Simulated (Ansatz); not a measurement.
**Ta2Si (I4/mcm), an elastic constant from a strain scan**

Level of theory: DFT r2SCAN, scalar-relativistic, plane waves, PAW in Ansatz. The runs took a 500 eV cutoff, a Γ-centred 12×12×12 mesh and Gaussian smearing (0.15 eV). Spin–orbit coupling is left out, which can shift energies with elements as heavy as these. No spin polarisation. Energies are free energies at this smearing, counted from the undisturbed cell; pressure is positive in compression.

Reference structure (relaxed at this level; it needn't be the usual structure):

```
Ta Si
1.0
    -3.08411    3.08411    2.52470
     3.08411   -3.08411    2.52470
     3.08411    3.08411   -2.52470
Ta Si
4 2
Direct
  0.66358 0.83642 0.50000
  0.83642 0.33642 0.17283
  0.33642 0.16358 0.50000
  0.16358 0.66358 0.82717
  0.25000 0.25000 0.00000
  0.75000 0.75000 0.00000
```

The cell is strained by ε times the Voigt pattern (1, 1, 0, 0, 0, 0) (xx, yy, zz, yz, xz, xy; engineering shear) with fractional coordinates fixed. The cell holds 6 atoms in V0 = 96.06 Å³. The stress column is τ = (1/V0) dE/dε, got from the stress tensor σ (compression positive) at each point as −det(1 + εP) σ : P(1 + εP)⁻¹, with P the pattern as a tensor.

| ε | ΔE (meV/atom) | τ (GPa) |
| --- | --- | --- |
| -0.0600 | 223.603 | -80.421 |
| -0.0300 | 51.807 | -35.863 |
| 0.0000 | 0.000 | 0.080 |
| 0.0150 | 11.743 | 15.296 |
| 0.0450 | 97.689 | 41.080 |
| 0.0600 | ? | ? |

Task: Which combination of elastic constants does this scan measure, and how large is it?

Result: For small ε, τ = τ0 + Kε with K = pᵀCp, which for this pattern is C11 + C22 + 2 C12 in the Cartesian frame shown. The parabola through τ at ε = -0.0300, 0 and 0.0150 has slope K = 1076 GPa at zero. The energies per cell, E = NΔE, of the same two points give K = 2[E(ε₊)/ε₊ − E(ε₋)/ε₋]/[(ε₊ − ε₋)V0] = 1116 GPa, in agreement. These are clamped-ion values.

Task: Predict the withheld row at ε = 0.0600 from the harmonic law, and compare.

Result: ΔE = V0(τ0 ε + Kε²/2)/N = 193.947 meV/atom and τ = 64.62 GPa. The calculation gives 167.474 meV/atom and 51.80 GPa: the energy lies 14 % below the harmonic value, as bonds soften when stretched.

Forces appear on the atoms along this scan, and letting them relax would lower the energy and soften the response. In a metal these slopes depend on the k mesh and the smearing.